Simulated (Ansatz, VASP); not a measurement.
# Two plane-wave programs on BAs

Contents of INCAR:

```
SYSTEM = BAs
ALGO = Normal
EDIFF = 1E-7
ENCUT = 520
GGA = PE
ISIF = 2
ISMEAR = 0
LASPH = .TRUE.
LCHARG = .FALSE.
LREAL = .FALSE.
LWAVE = .FALSE.
NBANDS = 11
NELM = 80
PREC = Accurate
SIGMA = 0.05
```

File KPOINTS:

```
k-points
0
G
  10 10 10
  0 0 0
```

POSCAR

```
BAs
1.0
    0.0000000000      2.5005876081      2.2120582687
    2.5005876081      0.0000000000      2.2120582687
    2.5005876081      2.5005876081      0.0000000000
B As
1 1
Direct
    0.0000000000      0.0000000000      0.0000000000
    0.7500000000      0.7500000000      0.7500000000
```

Input for Ansatz:

```yaml
crystal:
  lattice:
    - [0.0, 2.5005876081, 2.2120582687]
    - [2.5005876081, 0.0, 2.2120582687]
    - [2.5005876081, 2.5005876081, 0.0]
  atoms:
    - { symbol: B, position: [0.0, 0.0, 0.0] }
    - { symbol: As, position: [0.75, 0.75, 0.75] }
basis:
  ecutwfc: 420
kpoints:
  mp_grid: { grid: [10, 10, 10] }
hamiltonian:
  xc: pbe
scf:
  occupations: { method: gaussian, width: 0.05 }
output:
  forces: true
  stress: true
  eigenvalues: true
```

Change from the starting cell: strain +0.040 along x and y, -0.080 along z, atoms carried along.

Alike in both runs: task single point; functional PBE; k mesh 10 × 10 × 10; occupations gaussian, width 0.05 eV; no spin polarisation.

|  | VASP | Ansatz |
| --- | --- | --- |
| version | VASP 6.6.1 | Ansatz 0.2.0 |
| potentials or method | VASP PAW PBE potentials, release 64 (B, As) | scalar-relativistic, plane waves, PAW |
| plane-wave cutoff (eV) | 520 | 420 |
| valence electrons in the cell | 8 | 18 |

```csv
,VASP,Ansatz,Ansatz less VASP
gap on the k mesh at the Fermi level (eV),none,none,-
pressure (GPa),1.1,0.5,-0.59
largest component of the traceless stress (GPa),13.30,13.39,+0.083
```

A gap of «none» marks a metal or a gap that the smearing closes. The two sets of potentials don't hold the same shells in valence.
